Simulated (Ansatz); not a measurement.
Crystal: SnO.

```
Sn O
1.0
     3.81370    0.00000    0.00000
     0.00000    3.81370    0.00000
     0.00000    0.00000    4.88691
Sn O
2 2
Direct
  0.50000 0.00000 0.76463
  0.00000 0.50000 0.23537
  0.00000 0.00000 0.00000
  0.50000 0.50000 0.00000
```

The cell is a database's computed one.

A run of Ansatz 0.2.0 on this cell left the log below. Logs are shortened: lines on timing, memory, paths and dates and some standing lists are left out, and cuts for length are marked.

```text
Warning: RAYON_NUM_THREADS=2 ignored (pool sized by the plan → 2); use --threads N
scf.n_extra_bands = 10 over 20 filled bands (N_el = 40.0): the run solves 30 bands
Engine: ansatz 0.2.0, x86_64-unknown-linux-gnu
Pseudopotentials: kind: paw
Pseudopotential: Sn, paw, valence charge 14, recommended cutoff 420 eV (normal), Sn.paw.azcp
Pseudopotential: O, paw, valence charge 6, recommended cutoff 420 eV (normal), O.paw.azcp
Functional definition: PBE
  parameter kappa = 0.804
  parameter beta = 0.06672455060314922
  exchange = pbe_x(kappa = kappa, mu = beta*pi^2/3)
  correlation = pbe_c(beta = beta)
Crystal: 4 atoms, lattice volume = 71.077 Å³
Basis set: ecut = 420 eV, 1409 PW (Γ), exchange–correlation on 54×54×72 points (8 copies of the dense FFT grid, shifted against one another)
Bands: 30, of which v1, the nominal top of the filled ones, is band 20 counted from 1 (19 counted from 0)
Symmetry: 16 space group operations
Space group: P4/nmm (ITA 129), of the structure as read, at distance tolerance 4.1e-5 Å
k-points: 40 of 294
Non-local potential: Sn, projectors of the file, l = 0: 2, l = 1: 2, l = 2: 2, l = 3: 2
Non-local potential: O, projectors of the file, l = 0: 2, l = 1: 2, l = 2: 1
PAW form: soft (Blöchl's): semilocal exchange-correlation on the pseudo side does not see the compensation charge
PAW one-centre angular grid: Sn, 590 points (default); XC on 64 Gauss nodes
PAW one-centre angular grid: O, 110 points (default); XC on 64 Gauss nodes
Initial density: superposition of atomic densities (neutral atoms: chi_scale 0, normalization atom), corrected by the library's trained network
Initial wavefunctions: pseudopotential atomic-orbital guess
Functional: x = pbe(κ = 0.804, μ = 0.2195149727645171), c = pbe(β = 0.06672455060314922)
SCF iter   1: F=—  HF=-13183.370175 eV  |F-HF|=—  |Δ(HF+E_count)|=         —  Δρ=1.48e-3  dr2=1.12e-3  ethr=1.77e-3  ⟨swp⟩=6.5  Hψ=5844  notcnv=0  defer=30
preconditioner: auto → Resta (q_TF=auto, 2.479 Å⁻¹)  ε∞=2.7  [insulator: Δε(μ)=0.380 eV  Ē_g=21.406 eV  σ=0.050 eV  W_gap=0.96  n_scr=18 (ndim 8)  ℏωp=27.9 eV  f_vac=0.021  D(μ)=0.02/eV (n_scr^D=0)  ε∞_Penn≈2.7]
SCF iter   2: F=—  HF=-13183.369451 eV  |F-HF|=—  |Δ(HF+E_count)|=   7.24e-4  Δρ=9.14e-4  dr2=3.44e-4  ethr=2.80e-6  ⟨swp⟩=2.1  Hψ=2361  notcnv=0  defer=73
SCF iter   3: F=—  HF=-13183.369742 eV  |F-HF|=—  |Δ(HF+E_count)|=   2.91e-4  Δρ=3.41e-4  dr2=5.55e-5  ethr=8.60e-7  ⟨swp⟩=2.0  Hψ=1868  notcnv=0  defer=73
SCF iter   4: F=—  HF=-13183.369806 eV  |F-HF|=—  |Δ(HF+E_count)|=   6.38e-5  Δρ=9.18e-5  dr2=4.58e-6  ethr=1.39e-7  ⟨swp⟩=2.0  Hψ=1423  notcnv=0  defer=73
SCF iter   5: F=—  HF=-13183.369808 eV  |F-HF|=—  |Δ(HF+E_count)|=   2.57e-6  Δρ=8.28e-5  dr2=4.08e-6  ethr=1.14e-8  ⟨swp⟩=2.0  Hψ=1889  notcnv=0  defer=73
SCF iter   6: F=—  HF=-13183.369808 eV  |F-HF|=—  |Δ(HF+E_count)|=   8.58e-7  Δρ=1.23e-5  dr2=1.39e-7  ethr=1.02e-8  ⟨swp⟩=2.1  Hψ=1449  notcnv=0  defer=73
SCF iter   7: F=-13183.369808 eV  HF=-13183.369808 eV  |F-HF|=6.07e-9  |Δ(HF+E_count)|=   1.06e-7  Δρ=5.30e-6  dr2=1.48e-8  ethr=2.50e-10  ⟨swp⟩=9.5  Hψ=5480  notcnv=0
SCF 1 converged in 7 iterations: F = -13183.369808 eV  dr2 = 1.48e-8
  greatest PAW one-centre occupation: 0.994 electrons in one spin orbital (limit 2), on the Sn atom at site 1 (counted from 0), in its partial waves of l = 2
NSCF: frozen V_eff on 129 k-points
SCF converged after 7 iterations
Free energy (F): -13183.369808 eV
Harris-Foulkes:  -13183.369808 eV  (|F-HF|=6.07e-9)
Internal energy: -13183.369511 eV  (E = F + TS)
E sigma→0 (E₀):  -13183.369659 eV
Entropy (-TS):   -0.000297 eV (-0.074 meV/atom)
Fermi energy:    9.968801 eV
--- Per-component energies (eV) ---
  E_band       = -191.723727
  E_kinetic    = 724.478388
  E_local      = -2719.435185  (includes V_loc(G=0)·N_el)
  E_nonlocal   = 32.145495
  E_hartree    = 1466.994419
  E_xc         = -913.099220
  E_vxc        = -380.809630  (∫ρ·V_xc dr)
  E_paw        = -8589.099760  (= ΣΔE_a)
  E_vpaw       = -782.099948  (= ΣTr[D̂ρ^β])
  E_aug_tail   = 0.004836  (compensation charges beyond the density's cutoff)
  E_ewald      = -3185.358485
  E_smearing   = -0.000297  (= −TS)
  E_closure    = 0.000000  (closes the sum)
  Σ components = -13183.369808   (vs F -13183.369808, Δ=0.00e0)
--- Forces (eV/Å), atoms counted from 1 ---
  atom   1  Sn     0.00000000     0.00000000    -0.37129412
  atom   2  Sn     0.00000000     0.00000000     0.37129412
  atom   3  O      0.00000000     0.00000000     0.00000000
  atom   4  O      0.00000000     0.00000000    -0.00000000
  max |Σ_I F_I| component: 0.00e0 eV/Å
--- Stress (GPa, compression-positive) ---
        3.912980       0.000000       0.000000
        0.000000       3.912980       0.000000
        0.000000       0.000000       2.968770
  P = ⅓ Tr σ = 3.5982 GPa (35.982 kbar)
--- Band table (eV; the first three rows and the last of 40) ---
  k-point 0: bands = ["-12.2254", "-11.7913", "-11.7854", "-11.7854", "-11.7488", "-11.7315", "-11.6955", "-11.6851", "-11.6627", "-11.6627", "-10.4094", "-7.7817", "2.1347", "3.1620", "3.5445", "3.5445", "6.3194", "6.6189", "6.6189", "9.7891", "11.8636", "14.0765", "14.5112", "14.5112", "15.4637", "15.4637", "16.5582", "16.9889", "20.5869", "22.1837"]
  k-point 1: bands = ["-12.2218", "-11.7950", "-11.7796", "-11.7796", "-11.7460", "-11.7284", "-11.6982", "-11.6881", "-11.6692", "-11.6692", "-10.4011", "-7.7819", "1.5131", "3.5701", "3.5701", "4.0589", "6.3039", "6.6153", "6.6153", "9.5161", "11.5988", "13.7855", "13.7855", "14.1551", "16.3453", "16.3453", "16.5004", "17.1928", "21.5448", "22.2478"]
  k-point 2: bands = ["-12.2144", "-11.8024", "-11.7655", "-11.7655", "-11.7391", "-11.7200", "-11.7052", "-11.6963", "-11.6847", "-11.6847", "-10.3842", "-7.7822", "0.9009", "3.6223", "3.6223", "5.4658", "6.2728", "6.6070", "6.6070", "8.5788", "11.4634", "13.0733", "13.0733", "13.7806", "17.0883", "17.4006", "17.4006", "17.6686", "22.3972", "22.4439"]
  k-point 39: bands = ["-12.1379", "-12.1227", "-11.7617", "-11.7570", "-11.7333", "-11.7317", "-11.6914", "-11.6906", "-11.6611", "-11.6604", "-8.7597", "-8.6262", "0.8857", "1.0326", "3.9992", "4.3164", "7.0333", "7.2196", "7.2512", "7.3107", "12.1888", "12.3621", "13.2230", "13.9712", "15.3069", "15.9231", "19.7317", "19.7767", "22.6436", "23.1352"]
```

What input gives this log?

Band structure with PBE, no spin polarisation. The files as run (others can give the same):

input.yaml
```yaml
crystal:
  lattice:
    - [3.81369522, 0.0, 0.0]
    - [0.0, 3.81369522, 0.0]
    - [0.0, 0.0, 4.8869133]
  atoms:
    - { symbol: Sn, position: [0.5, 0.0, 0.76462614] }
    - { symbol: Sn, position: [0.0, 0.5, 0.23537386] }
    - { symbol: O, position: [0.0, 0.0, 0.0] }
    - { symbol: O, position: [0.5, 0.5, 0.0] }
hamiltonian:
  xc: pbe
  pseudopotentials: { kind: paw }
kpoints:
  mp_grid: { grid: [7, 7, 6] }
  band_path:
    path:
      - [[0.0, 0.0, 0.0], [0.0, 0.5, 0.0], [0.5, 0.5, 0.0], [0.0, 0.0, 0.0], [0.0, 0.0, 0.5], [0.0, 0.5, 0.5], [0.5, 0.5, 0.5], [0.0, 0.0, 0.5]]
      - [[0.0, 0.5, 0.0], [0.0, 0.5, 0.5]]
      - [[0.5, 0.5, 0.0], [0.5, 0.5, 0.5]]
    npoints: 14
scf:
  occupations: { method: fermi_dirac, width: 0.05 }
  n_extra_bands: 10
output:
  forces: true
  stress: true
  eigenvalues: true
  fatbands: false
```

Potentials or basis: Ansatz PAW.
Launch:
```console
$ ansatz run input.yaml --threads 2 --pin off --max-ram 5632MiB --backend cpu --events-out ev --progress --plain --runs-dir out
```

Caveat: the k mesh misses the band edges, so the gap on the mesh is wider than the one along the path; the pressure holds a Pulay correction of +0.5 GPa for the finite cutoff; spin-orbit coupling is left out, which moves the levels of the heavy elements.
